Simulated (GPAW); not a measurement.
The system is TiCo.

```
Co Ti
1.0
     2.98611    0.00000    0.00000
     0.00000    2.98611    0.00000
     0.00000    0.00000    2.98611
Co Ti
1 1
Direct
  0.50000 0.50000 0.50000
  0.00000 0.00000 0.00000
```

The cell comes from a database or a generator and needn't be the stable form of this composition.

Base run:

```yaml
Program: GPAW 26.7.0
Functional: PBEsol
Potentials_or_basis: PAW data sets generated in the run's folder for this functional
Cutoff: 600 eV
Basis: pw
k_mesh: 9 × 9 × 9
Occupations: fermi-dirac, width 0.05 eV
Spin: collinear spin, ferromagnetic start
Starting_moments: "[2.0, 1.0] μB"
```

Its results: pressure -8.5 GPa; net moment 0.71 μB per cell; site moments Co +0.77; Ti -0.02 μB.

Task: The run is repeated on the same cell with these changes: functional from PBEsol to LDA; potentials or basis from PAW data sets generated in the run's folder for this functional to the program's PAW data sets (release 1.2.1) made for this functional. What comes out?

Result: Pressure -15.1 GPa; net moment 0.48 μB per cell; site moments Co +0.51; Ti -0.01 μB.
